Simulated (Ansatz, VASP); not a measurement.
## AlNi: VASP beside Ansatz

```
Al Ni
1.0
     2.00287   -2.00286    0.00000
     2.00287    2.00286    0.00000
     0.00000    0.00000    2.83513
Al Ni
1 1
Direct
  0.00000 0.00000 0.00000
  0.50000 0.50000 0.50000
```

Alike in both runs: functional LDA; k mesh 16 × 16 × 14; occupations fermi-dirac, width 0.15 eV; no spin polarisation.

Ansatz relaxed the structure, and its values are those at the end. VASP's run is a single point on that final structure, the one shown.

|  | VASP | Ansatz |
| --- | --- | --- |
| version | VASP 6.6.1 | Ansatz 0.2.0 |
| potentials or method | VASP PAW LDA potentials, release 64 (Al, Ni) | scalar-relativistic, plane waves, PAW |
| plane-wave cutoff (eV) | 520 | 420 |
| valence electrons in the cell | 13 | 21 |

Ansatz gave:

| Property | Result |
| --- | --- |
| gap on the k mesh at the Fermi level (eV) | none |
| pressure (GPa) | 0.0 |

Q: Estimate VASP's values.

A: gap on the k mesh at the Fermi level (eV): none; pressure (GPa): 0.3.

A gap of «none» marks a metal or a gap that the smearing closes. The two sets of potentials don't hold the same shells in valence. Ansatz warned: «near_symmetry_operations_not_taken».

Spin polarisation is off, so any magnetic state and its effect on volume and gap are missing.
